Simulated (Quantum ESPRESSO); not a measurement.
The system is MoS2.

```xyz
6
Lattice="3.1690 0.0000 0.0000 -1.5845 2.7444 0.0000 0.0000 0.0000 12.3240" Properties=species:S:1:pos:R:3 pbc="T T T"
Mo    1.5845    0.9148    9.2430
Mo    0.0000    1.8296    3.0810
S     1.5845    0.9148    4.6461
S     0.0000    1.8296   10.8081
S     1.5845    0.9148    1.5159
S     0.0000    1.8296    7.6779
```

Base run:

- Program: Quantum ESPRESSO 7.5
- Functional: PBE
- Potentials or basis: PseudoDojo 0.4.1 SR PBE standard
- Cutoff: 1088 eV
- Density cutoff: 4354 eV
- k mesh: 6 × 6 × 2, shifted
- Occupations: fermi-dirac, width 0.05 eV
- Spin: no spin polarisation

Its results: pressure 2.0 GPa; largest force 0.053 eV/Å.

Q: The run is repeated on the same cell with these changes: k mesh from 6 × 6 × 2, shifted to 4 × 4 × 2, shifted. What comes out?

A: Pressure 1.6 GPa; largest force 0.090 eV/Å.

Caveats: some runs use coarse meshes; this functional lacks dispersion, which binds the layers, so the pressure and a relaxed spacing across them are unreliable.
